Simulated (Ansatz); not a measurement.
A run of Ansatz 0.2.0 is set up as follows.

input.yaml

```yaml
crystal:
  lattice:
    - [2.6042941027, 0.0, 0.0]
    - [-1.3021470513, 2.2553848518, 0.0]
    - [0.0, 0.0, 4.723336]
  atoms:
    - { symbol: V, position: [0.3333333333, 0.6666666667, 0.25], spin: 2.5 }
    - { symbol: V, position: [0.6666666667, 0.3333333333, 0.75], spin: 2.5 }
hamiltonian:
  xc: pbe
  pseudopotentials: { kind: paw }
magnetization:
  spin_polarized: true
  initial_magnetization: 5.0
  spin_locking: { lock_magnetization: hard }
kpoints:
  mp_grid: { grid: [10, 10, 5] }
scf:
  occupations: { method: fermi_dirac, width: 0.05 }
  lower_state_search: "off"
output:
  forces: true
  stress: true
  eigenvalues: true
  write_density: true
  write_potential: true
  elf: true
  volumetric_format: npy
```

Potentials or basis: Ansatz PAW.

Launch:

```sh
$ ansatz run input.yaml --threads 2 --pin off --max-ram 5632MiB --backend cpu --events-out ev --progress --plain --runs-dir out
```

(1) Estimate the pressure.

## Answers

(1) 25.1 GPa.

Caveat: the total moment is fixed, so each spin has its own Fermi level; the thresholds are loose for stress.
